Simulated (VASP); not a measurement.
## Sn: single point with PBEsol

Sn:

```
CELL_PARAMETERS angstrom
-2.91615 2.91615 1.59115
2.91615 -2.91615 1.59115
2.91615 2.91615 -1.59115
ATOMIC_POSITIONS crystal
Sn 0.00000 0.00000 0.00000
Sn 0.75000 0.25000 0.50000
```

| Item | Value |
| --- | --- |
| Program | VASP 6.6.1 |
| Task | single point |
| Functional | PBEsol |
| Potentials or basis | VASP PAW PBE potentials, release 64 (Sn_d) |
| Cutoff | 520 eV |
| k mesh | 16 × 16 × 16 |
| Occupations | gaussian, width 0.1 eV |
| Spin | no spin polarisation |
| Further INCAR settings | ALGO = Normal; EDIFF = 1e-06 |

```
Pressure               : -0.4 GPa
Band gap on the k mesh : none (metal or under the smearing width)
```

Stress tensor (GPa, compression positive):
```
-0.16  0.00  0.00
 0.00 -0.16  0.00
 0.00  0.00 -0.96
```

Levels at points of the mesh, in eV from the Fermi level:
```
           k point  band 11  band 12  band 13  band 14  band 15  band 16  band 17  band 18
(0.00, 0.00, 0.00)   -11.19    -3.65    -2.00    -2.00     2.93     6.22     6.22     6.82
(0.50, 0.00, 0.00)    -6.97    -5.45    -2.35    -1.73    -1.18     2.21     2.83     4.68
(0.50, 0.50, 0.00)    -8.94    -8.94     0.58     0.58     1.56     1.56     5.97     5.97
(0.50, 0.50, 0.50)    -7.58    -7.58    -4.86    -4.86     4.99     4.99     9.40     9.40
```

Wall time 2 min on 1 thread of Intel(R) Xeon(R) 6975P-C (Granite Rapids) (shared host), peak memory 0.41 GiB.

Caveat: the PAW data sets were made with another functional, which shifts forces and pressure a little.
